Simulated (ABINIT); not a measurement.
Runs of ABINIT 10.8.3 (patched build) on As. The structure is trigonal, space group R-3m (No. 166). The conventional cell has a = 3.762 Å, b = 3.762 Å, c = 10.542 Å, α = 90.00°, β = 90.00°, γ = 120.00°. As (site symmetry 3m) has 3 As at 2.51 Å as nearest neighbours. 

```tsv
task	level	potentials or basis	cell	k mesh	cutoff (eV)	fine-grid cutoff	bands in the sums	broadening (eV)	scissor shift (eV)	tensor components	gap on the mesh (eV)	pressure (GPa)	largest force (eV/Å)
single point	LDA	JTH PAW LDA v2.0 sp	as given	7 × 7 × 7	272	544.228 eV	-	-	-	-	none	-1.4	0.27
optical spectrum	LDA	PseudoDojo NC SR LDA v0.4.1 standard	as given	10 × 10 × 10	1088	-	21	0.2	0	[11, 33]	none	-1.6	0.27
single point	LDA	PseudoDojo NC SR LDA v0.4.1 standard	as given	7 × 7 × 7	1088	-	-	-	-	-	none	-1.7	0.23
single point	PBE	SG15 NC PBE v1.2	as given	7 × 7 × 7	381	-	-	-	-	-	none	3.6	0.46
single point	PBE	JTH PAW PBE v2.0	as given	7 × 7 × 7	354	707.496 eV	-	-	-	-	none	3.7	0.41
phonons	LDA	PseudoDojo NC SR LDA v0.4.1 standard	as given	6 × 6 × 6	1088	-	-	-	-	-	none	-1.7	(b)
single point	PBE	PseudoDojo NC SR PBE v0.4.1 standard	as given	7 × 7 × 7	1088	-	-	-	-	-	none	3.5	(c)
phonons at a zone-boundary q	LDA	JTH PAW LDA v2.0 sp	as given	8 × 8 × 8	272	544.228 eV	-	-	-	-	none	(d)	(a)
single point	LDA	PseudoDojo NC SR LDA v0.4.1 standard	cell relaxed	7 × 7 × 7	1088	-	-	-	-	-	0.37	-0.3	-
relaxation of cell and atoms	LDA	PseudoDojo NC SR LDA v0.4.1 standard	relaxed	7 × 7 × 7	1088	-	-	-	-	-	0.37	0.0	-
```

Alike in all rows: no spin polarisation; smearing fermi-dirac 0.05 eV.

Estimate the missing entries.

(a) 0.29; (b) 0.16; (c) 0.40; (d) -1.3.

Caveats: the cutoff is short for stress, so the pressure is rough (some runs); this set keeps more shells in the core, which shifts pressures and gaps (some runs); an odd mesh through Γ misses points on the zone boundary, where band edges often lie (some runs); the intraband (Drude) term is left out (some runs); spectra need much finer meshes, so this one isn't converged (some runs); independent-particle spectra lack excitons (some runs).

A k mesh can miss the band edges, and the runs leave out spin-orbit coupling on As.

A gap of «none» marks a metal or a gap under the smearing width.

The runs don't all hold the same shells in valence.
